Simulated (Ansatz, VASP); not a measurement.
# GaSb in two plane-wave programs

Wanted: the spread between two codes on one cell, functional and k mesh.

Calculated with Ansatz 0.2.0; plane waves, with VASP 6.6.1 beside it; single point at PBEsol.

The database entry behind the starting cell differs from later determinations by our own check (about 0.4 % long), so it need not match the best structure at ambient conditions.

### Step 1. The starting structure

Symmetry: F-43m, No. 216, cubic system. Conventional cell: a = 6.118 Å, b = 6.118 Å, c = 6.118 Å, α = 90.00°, β = 90.00°, γ = 90.00°. Sb has 4 Ga at 2.65 Å nearest. Nearest to Ga lie 4 Sb at 2.65 Å. Farther neighbours are not listed.

### Step 2. Ansatz: single point, PBEsol

Ansatz runs on its default PAW (the set named soft_2) files.

With cell and atoms fixed, the geometry can't cause a difference; cores, projectors, grids and the points listed under the comparison can.

The input, input.yaml:

```yaml
crystal:
  lattice:
    - [0.0, 3.059, 3.059]
    - [3.059, 0.0, 3.059]
    - [3.059, 3.059, 0.0]
  atoms:
    - { symbol: Sb, position: [0.75, 0.75, 0.75] }
    - { symbol: Ga, position: [0.0, 0.0, 0.0] }
hamiltonian:
  xc: pbesol
  pseudopotentials: { kind: paw }
kpoints:
  mp_grid: { grid: [6, 6, 6] }
scf:
  occupations: { method: gaussian, width: 0.01 }
  n_extra_bands: 4
output:
  forces: true
  stress: true
  eigenvalues: true
```

Run with:

```bash
ansatz run input.yaml --threads 2 --pin off --max-ram 4608MiB --backend cpu --events-out ev --progress --plain --runs-dir out
```

Numbers of over 12 decimals in the logs are rounded to 6 here.

Log:

```text
scf.n_extra_bands = 4 over 14 filled bands (N_el = 28.0): the run solves 18 bands
Engine: ansatz 0.2.0, aarch64-unknown-linux-gnu
Pseudopotentials: kind: paw
Pseudopotential: Sb, paw, valence charge 15, recommended cutoff 420 eV (normal), Sb.paw.azcp
Pseudopotential: Ga, paw, valence charge 13, recommended cutoff 420 eV (normal), Ga.paw.azcp
Functional definition: PBEsol
  exchange = pbesol_x
  correlation = pbesol_c
Crystal: 2 atoms, lattice volume = 57.249 Å³
Basis set: ecut = 420 eV, 1139 PW (Γ), exchange–correlation on 60×60×60 points (8 copies of the dense FFT grid, shifted against one another)
Bands: 18, of which v1, the nominal top of the filled ones, is band 14 counted from 1 (13 counted from 0)
Symmetry: 24 space group operations
Space group: F-43m (ITA 216), of the structure as read, at distance tolerance 3.9e-5 Å
k-points: 16 of 216 (time reversal used)
Non-local potential: Sb, projectors of the file, l = 0: 2, l = 1: 2, l = 2: 2, l = 3: 2
Non-local potential: Ga, projectors of the file, l = 0: 2, l = 1: 2, l = 2: 3, l = 3: 1
PAW form: soft (Blöchl's): semilocal exchange-correlation on the pseudo side does not see the compensation charge
PAW frozen core: Sb, regenerated for the run's functional, and the local potential with it (the file was generated under x = pbe(κ = 0.804, μ = 0.219515), c = pbe(β = 0.066725))
PAW frozen core: Ga, regenerated for the run's functional, and the local potential with it (the file was generated under x = pbe(κ = 0.804, μ = 0.219515), c = pbe(β = 0.066725))
PAW one-centre angular grid: Sb, 590 points (default); XC on 64 Gauss nodes
PAW one-centre angular grid: Ga, 590 points (default); XC on 64 Gauss nodes
Initial density: superposition of atomic densities (neutral atoms: chi_scale 0, normalization atom), corrected by the library's trained network
Initial wavefunctions: pseudopotential atomic-orbital guess
Functional: x = pbesol(κ = 0.804, μ = 0.123457), c = pbesol(β = 0.046)
SCF iter   1: F=—  HF=-10151.503893 eV  |F-HF|=—  |Δ(HF+E_count)|=         —  Δρ=2.27e-3  dr2=3.63e-3  ethr=1.77e-3  ⟨swp⟩=6.1  Hψ=1484  notcnv=0
preconditioner: auto → LDOS  [insulator: Δε(μ)=0.338 eV  Ē_g=14.499 eV  σ=0.010 eV  W_gap=0.67  n_scr=14 (ndim 8)  ℏωp=20.8 eV  f_vac=0.091  D(μ)=1.43/eV (n_scr^D=14)  ε∞_Penn≈3.1  β→1.0]
SCF iter   2: F=—  HF=-10151.501398 eV  |F-HF|=—  |Δ(HF+E_count)|=   2.50e-3  Δρ=6.88e-4  dr2=1.40e-4  ethr=1.30e-5  ⟨swp⟩=3.0  Hψ=686  notcnv=0
SCF iter   3: F=—  HF=-10151.501452 eV  |F-HF|=—  |Δ(HF+E_count)|=   5.45e-5  Δρ=7.33e-4  dr2=1.74e-4  ethr=5.00e-7  ⟨swp⟩=2.0  Hψ=576  notcnv=0
SCF iter   4: F=—  HF=-10151.501294 eV  |F-HF|=—  |Δ(HF+E_count)|=   1.58e-4  Δρ=2.27e-4  dr2=1.84e-5  ethr=5.00e-7  ⟨swp⟩=2.0  Hψ=473  notcnv=0
SCF iter   5: F=—  HF=-10151.501276 eV  |F-HF|=—  |Δ(HF+E_count)|=   1.85e-5  Δρ=3.40e-5  dr2=3.94e-7  ethr=6.55e-8  ⟨swp⟩=2.1  Hψ=513  notcnv=0
SCF iter   6: F=-10151.501275 eV  HF=-10151.501275 eV  |F-HF|=4.98e-9  |Δ(HF+E_count)|=   5.35e-7  Δρ=5.86e-6  dr2=1.11e-8  ethr=3.57e-10  ⟨swp⟩=6.2  Hψ=1404  notcnv=0
SCF 1 converged in 6 iterations: F = -10151.501275 eV  dr2 = 1.11e-8
  greatest PAW one-centre occupation: 0.996 electrons in one spin orbital (limit 2), on the Sb atom at site 0 (counted from 0), in its partial waves of l = 2
SCF converged after 6 iterations
Free energy (F): -10151.501275 eV
Harris-Foulkes:  -10151.501275 eV  (|F-HF|=4.98e-9)
Internal energy: -10151.501204 eV  (E = F + TS)
E sigma→0 (E₀):  -10151.501240 eV
Entropy (-TS):   -0.000071 eV (-0.036 meV/atom)
Fermi energy:    7.575195 eV
--- Per-component energies (eV) ---
  E_band       = -264.254712
  E_kinetic    = 323.645995
  E_local      = -3917.141275  (includes V_loc(G=0)·N_el)
  E_nonlocal   = 790.248830
  E_hartree    = 1799.988408
  E_xc         = -205.795231
  E_vxc        = -154.479732  (∫ρ·V_xc dr)
  E_paw        = -6449.723528  (= ΣΔE_a)
  E_vpaw       = -906.508069  (= ΣTr[D̂ρ^β])
  E_aug_tail   = -0.000098  (compensation charges beyond the density's cutoff)
  E_ewald      = -2493.919138
  E_core_change = 1.194835  (= ΣΔE_core)
  E_smearing   = -0.000071  (= −TS)
  E_closure    = 0.000000  (closes the sum)
  Σ components = -10151.501275   (vs F -10151.501275, Δ=0.00e0)
--- Forces (eV/Å), atoms counted from 1 ---
  atom   1  Sb     0.00000000    -0.00000000    -0.00000000
  atom   2  Ga    -0.00000000     0.00000000     0.00000000
  max |Σ_I F_I| component: 9.25e-17 eV/Å
--- Stress (GPa, compression-positive) ---
       -0.050174      -0.000000      -0.000000
       -0.000000      -0.050174       0.000000
       -0.000000       0.000000      -0.050174
  P = ⅓ Tr σ = -0.0502 GPa (-0.502 kbar)
--- Band table (eV; the first three rows and the last of 16) ---
  k-point 0: bands = [... 10 lower, -3.9324, 7.5493, 7.5721, 7.5721, 7.5721, 10.3369, 10.3369, 10.3369]
  k-point 1: bands = [... 10 lower, -3.6499, 4.8471, 7.1689, 7.1689, 8.5414, 10.8798, 10.8798, 11.4761]
  k-point 2: bands = [... 10 lower, -2.8968, 2.3776, 6.6258, 6.6258, 8.1108, 11.3222, 11.3222, 13.9323]
  k-point 15: bands = [... 10 lower, -1.4490, 0.8572, 4.3696, 4.5435, 10.0940, 10.3354, 13.6156, 13.6508]
```

It took 1.1 s on 2 threads of Arm Neoverse V2, shared host; peak memory 0.31 GiB; 1.9 s of CPU time.

Reading the cycles: dr2 is the Hartree energy of the density residual (eV), the measure of convergence; HF is the Harris–Foulkes estimate of the energy, which meets the free energy F at convergence.

The run ends at a pressure of -0.05 GPa.

### Step 3. VASP: single point, PBEsol

The same cell, functional, mesh and smearing now go to VASP, with its own data sets and cutoff.

Lines of VASP's logs that name or quote its potential files are left out, and so is its time.

The input, INCAR:

```
SYSTEM = GaSb
PREC = Accurate
ENCUT = 400
EDIFF = 1E-07
NELM = 100
ISMEAR = 0
SIGMA = 0.01
LREAL = .FALSE.
ALGO = Normal
GGA = PS
NBANDS = 15
LORBIT = 11
LWAVE = .FALSE.
LCHARG = .FALSE.
KPAR = 2
```

The input, POSCAR:

```
GaSb
1.0
    0.0000000000      3.0590000000      3.0590000000
    3.0590000000      0.0000000000      3.0590000000
    3.0590000000      3.0590000000      0.0000000000
Sb Ga
1 1
Direct
    0.7500000000      0.7500000000      0.7500000000
    0.0000000000      0.0000000000      0.0000000000
```

The input, KPOINTS:

```
Automatic mesh
0
Gamma
6 6 6
0 0 0
```

The projector-augmented-wave data sets are Sb and Ga_d (PBE family, release 64).

Run with:

```bash
mpirun -np 2 vasp_std
```

Log:

```text
[banner, memory and clock lines left out]
running    2 mpi-ranks, on    1 nodes
 distrk:  each k-point on    1 cores,    2 groups
 distr:  one band on    1 cores,    1 groups

 POSCAR found type information on POSCAR SbGa
 POSCAR found :  2 types and       2 ions
|                                                                             |
|               ----> ADVICE to this user running VASP <----                  |
|                                                                             |
|     You enforced a specific xc type in the INCAR file but a different       |
|     [... a line on the potential file left out ...]
|     I HOPE YOU KNOW WHAT YOU ARE DOING!                                     |
|                                                                             |

 LDA part: xc-table for (Slater+PW92), standard interpolation
 POSCAR, INCAR and KPOINTS ok, starting setup
 FFT: planning ... GRIDC
 FFT: planning ... GRID_SOFT
 FFT: planning ... GRID
 WAVECAR not read
 entering main loop
       N       E                     dE             d eps       ncg     rms          rms(c)
DAV:   1     0.728417570492E+02    0.72842E+02   -0.76621E+03   480   0.126E+03
DAV:   2    -0.278500269301E+01   -0.75627E+02   -0.73166E+02   543   0.272E+02
DAV:   3    -0.812984138356E+01   -0.53448E+01   -0.53351E+01   578   0.619E+01
DAV:   4    -0.822104329432E+01   -0.91202E-01   -0.91190E-01   578   0.919E+00
DAV:   5    -0.822351039184E+01   -0.24671E-02   -0.24671E-02   630   0.132E+00    0.316E+00
DAV:   6    -0.814629558756E+01    0.77215E-01   -0.90792E-02   627   0.524E+00    0.185E+00
DAV:   7    -0.811983333297E+01    0.26462E-01   -0.46902E-02   592   0.196E+00    0.376E-01
DAV:   8    -0.811982209377E+01    0.11239E-04   -0.53807E-03   630   0.930E-01    0.104E-01
DAV:   9    -0.812012719772E+01   -0.30510E-03   -0.48951E-04   543   0.221E-01    0.371E-02
DAV:  10    -0.812012419966E+01    0.29981E-05   -0.29964E-05   644   0.675E-02    0.782E-03
DAV:  11    -0.812013501455E+01   -0.10815E-04   -0.12657E-05   543   0.206E-02    0.731E-03
DAV:  12    -0.812013506195E+01   -0.47396E-07   -0.45204E-07   620   0.520E-03
   1 F= -.81201351E+01 E0= -.81200982E+01  d E =-.737668E-04
```

From OUTCAR (step 3):

```text
ion  position               nearest neighbor table
   1  0.750  0.750  0.750-   2 2.65   2 2.65   2 2.65   2 2.65
   2  0.000  0.000  0.000-   1 2.65   1 2.65   1 2.65   1 2.65

  LATTYP: Found a face centered cubic cell.
 ALAT       =     6.1180000000

 Subroutine GETGRP returns: Found 24 space group operations
 (whereof 24 operations were pure point group operations)

The static configuration has the point symmetry T_d .

 Found     16 irreducible k-points:

   k-points           NKPTS =     16   k-points in BZ     NKDIM =     16   number of bands    NBANDS=     15

   dimension x,y,z NGX =    28 NGY =   28 NGZ =   28
   dimension x,y,z NGXF=    56 NGYF=   56 NGZF=   56

   ENCUT  =  400.0 eV  29.40 Ry    5.42 a.u.   7.05  7.05  7.05*2*pi/ulx,y,z

   NELECT =      18.0000    total number of electrons

 k-points in reciprocal lattice and weights: Automatic mesh
   0.00000000  0.00000000  0.00000000       0.005
   0.16666667  0.00000000  0.00000000       0.037
   0.33333333  0.00000000  0.00000000       0.037
   0.50000000  0.00000000  0.00000000       0.019
   0.16666667  0.16666667  0.00000000       0.028
   0.33333333  0.16666667  0.00000000       0.111
   0.50000000  0.16666667  0.00000000       0.111
  -0.33333333  0.16666667  0.00000000       0.111
  -0.16666667  0.16666667  0.00000000       0.056
[...]
-0.33333333  0.33333333  0.16666667       0.111
  -0.33333333  0.50000000  0.16666667       0.056

 average (electrostatic) potential at core
       1 -87.4715       2 -65.5415

 E-fermi :   4.7424

 k-point     1 :       0.0000    0.0000    0.0000
  band No.  band energies     occupation
    ...
      6      -6.7656      2.00000
      7       4.7275      1.96459
      8       4.7392      1.34539
      9       4.7392      1.34501
     10       4.7392      1.34501
     11       7.4909      0.00000
     12       7.4909      0.00000
     13       7.4909      0.00000
     14      10.3637      0.00000
     15      13.3351      0.00000

 k-point     2 :       0.1667    0.0000    0.0000
  band No.  band energies     occupation
    ...
      5     -10.2118      2.00000
      6      -6.4828      2.00000
      7       2.0120      2.00000
      8       4.3336      2.00000
      9       4.3336      2.00000
     10       5.7082      0.00000
     11       8.0343      0.00000
     12       8.0343      0.00000
     13       8.6390      0.00000
     14      11.6350      0.00000
    ...

 k-point     3 :       0.3333    0.0000    0.0000
  band No.  band energies     occupation
    ...
      5     -10.2120      2.00000
      6      -5.7284      2.00000
      7      -0.4649      2.00000
      8       3.7886      2.00000
      9       3.7886      2.00000
     10       5.2754      0.00000
     11       8.4744      0.00000
     12       8.4744      0.00000
     13      11.0916      0.00000
     14      11.6380      0.00000
    ...

  Total       -0.0421210     -0.0421210     -0.0421210      0.0000000      0.0000000      0.0000000
  in kB       -1.1788033     -1.1788033     -1.1788033      0.0000000      0.0000000      0.0000000
  external PRESSURE =      -1.1788033 kB  Pullay stress =       0.0000000 kB

  energy-cutoff  :      400.00
  volume of cell :       57.25
      direct lattice vectors                 reciprocal lattice vectors
     0.000000000  3.059000000  3.059000000    -0.163452109  0.163452109  0.163452109
     3.059000000  0.000000000  3.059000000     0.163452109 -0.163452109  0.163452109
     3.059000000  3.059000000  0.000000000     0.163452109  0.163452109 -0.163452109

 POSITION                                       TOTAL-FORCE (eV/Angst)
 -----------------------------------------------------------------------------------
      4.58850      4.58850      4.58850         0.000000      0.000000      0.000000
      0.00000      0.00000      0.00000        -0.000000     -0.000000     -0.000000
 -----------------------------------------------------------------------------------
    total drift:                               -0.000002     -0.000002     -0.000001

  FREE ENERGIE OF THE ION-ELECTRON SYSTEM (eV)
  ---------------------------------------------------
  free  energy   TOTEN  =        -8.1201350619 eV

  energy  without entropy=       -8.1200612951  energy(sigma->0) =       -8.12009818

 total charge
# of ion       s       p       d       tot
------------------------------------------
    1        1.130   1.340   0.027   2.497
    2        0.908   0.767   9.963  11.638
--------------------------------------------------
tot          2.038   2.107   9.990  14.135

[... 3 further parts left out ...]
```

The run ends at a pressure of -0.12 GPa.

### Step 4. Comparison

Known differences besides the potentials themselves: the data sets hold 28 valence electrons in Ansatz (default PAW (the set named soft_2) files) and 18 in VASP; the cutoff is 420 eV in Ansatz and 400 eV in VASP; Ansatz makes its cores anew for this functional, VASP keeps those of its PBE data sets; VASP leaves aspherical gradient terms in its spheres out (LASPH is not set), Ansatz keeps them. Total energies have different zeros and are not compared.

Both answers:

```csv
quantity,Ansatz,VASP,difference
pressure (GPa),-0.05,-0.12,+0.07
```

Ansatz's pressure holds a Pulay correction of 0.03 GPa; VASP's holds none.

### Step 5. Results

```
difference in pressure (single point, PBEsol) : 0.068 GPa
```

In words: The difference in pressure is 0.068 GPa (single point, PBEsol), within the 1 GPa picked in this series as the mark of a large difference. How closely two codes agree says nothing of how well the functional describes the real material.

[Lines on the potential files, build, host, timing and source positions are cut from VASP's logs without a mark.]

[Logs are printed without paths, hosts, clocks, repeated set-up lines and the standing remarks that a program may print on its own settings, such as how far it seeks lower states.]

[Hosts, paths, dates, database ids (printed as entryN), source tags and the programs' standing remarks are cut or masked in the printed files.]
